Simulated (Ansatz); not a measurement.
The system is Cu3Au (Auricupride).

```
Au Cu
1.0
     3.74000    0.00000    0.00000
     0.00000    3.74000    0.00000
     0.00000    0.00000    3.74000
Au Cu
1 3
Cartesian
  0.0000 0.0000 0.0000
  1.8700 1.8700 0.0000
  1.8700 0.0000 1.8700
  0.0000 1.8700 1.8700
```

| Quantity | Value |
| --- | --- |
| Program | Ansatz 0.2.0 |
| Task | relaxation of cell and atoms |
| Functional | LDA |
| Potentials or basis | Ansatz PAW |
| Cutoff | 420 eV (not typed: the program's choice for these potentials) |
| k mesh | 7 × 7 × 7 |
| Occupations | fermi-dirac, width 0.05 eV |
| Spin | no spin polarisation |

At the start: volume 13.08 Å³/atom.

**Question.** Where does the relaxation end?

**Answer.** It ends after 5 steps and the volume is 12.36 Å³/atom (-5.5 %); space group Pm-3m (No. 221, to 0.05 Å).

Step by step:
```tsv
step	energy change (eV)	largest force (eV/Å)	volume (Å³)
1	0.0000	0.0000	52.31
2	-0.0884	0.0000	49.69
3	-0.0892	0.0000	49.42
4	-0.0892	0.0000	49.45
5	-0.0876	0.0000	49.45
```

Final structure:
```xyz
4
Lattice="3.6704 0.0000 0.0000 0.0000 3.6704 0.0000 0.0000 0.0000 3.6704" Properties=species:S:1:pos:R:3 pbc="T T T"
Au    0.0000    0.0000    0.0000
Cu    1.8352    1.8352    0.0000
Cu    1.8352    0.0000    1.8352
Cu    0.0000    1.8352    1.8352
```

Caveat: the plane-wave basis is chosen anew once the cell has moved, so the energies of steps on either side of that aren't comparable; the PAW data sets come from PBE, with cores solved anew for the run's functional, which leaves a small shift of forces and pressure.
